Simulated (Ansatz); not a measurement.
## In₃As: energy from the work of forces and stress

```
In As
1.0
     4.67168    0.00000    0.00000
     0.00000    4.67168    0.00000
     0.00000    0.00000    4.67168
In As
3 1
Direct
  0.00000 0.50000 0.50000
  0.50000 0.00000 0.50000
  0.50000 0.50000 0.00000
  0.00000 0.00000 0.00000
```

All numbers below come from Ansatz, DFT PBEsol, scalar-relativistic, plane waves, PAW.

Settings: cutoff 420 eV, Γ-centred mesh 10×10×10 on the computed 4-atom cell, Gaussian smearing of 0.10 eV; no spin polarisation.

At the start the stress (GPa, compression positive, xx yy zz yz xz xy) is -2.65 -2.65 -2.65 0.00 0.00 0.00 and all forces are under 0.005 eV/Å. Each variant moves atoms by u and then strains the cell by ε, so an atom ends at (r + u)(1 + ε); shears are tensor components, each standing twice in ε. The starting volume is 101.96 Å³.

Variant 1: strain (xx yy zz yz xz xy, %) 0.94 0.94 0.94 0.00 0.00 0.00. There the stress is -3.61 -3.61 -3.61 0.00 0.00 0.00 GPa.

Variant 2: strain (xx yy zz yz xz xy, %) -1.47 -1.47 -1.47 0.00 0.00 0.00. There the stress is -0.83 -0.83 -0.83 0.00 0.00 0.00 GPa.

Variant 3: strain (xx yy zz yz xz xy, %) 4.96 4.96 4.96 0.00 0.00 0.00. There the stress is -6.28 -6.28 -6.28 0.00 0.00 0.00 GPa.

Variant 4: strain (xx yy zz yz xz xy, %) 0.78 0.78 0.78 0.00 0.00 0.00. There the stress is -3.45 -3.45 -3.45 0.00 0.00 0.00 GPa.

**Question.** Estimate each change of free energy from forces and stresses by the trapezoid rule along the path (r + tu)(1 + tε), t from 0 to 1, and compare with the computed change.

**Answer.** The derivative of the energy along the path is −F·u(1 + tε) for the atoms and −V σ(1 + tε)⁻¹ : ε for the cell, with F, σ and V taken at t (σ positive in compression; 1 eV/Å³ = 160.2 GPa). Averaging t = 0 and t = 1 gives, in meV per atom:
```tsv
variant	work on atoms	work on cell	sum	computed
1	0.0	14.2	14.2	14.3
2	0.0	-12.1	-12.1	-12.3
3	0.0	113.4	113.4	118.5
4	0.0	11.5	11.5	11.5
```

The rule is exact for a quadratic energy surface and overshoots a term ct³ by c/2, so the difference between the last two columns measures the net anharmonic part along the path (terms of opposite sign can cancel, and the finite basis adds a little): 0 to 4 % here.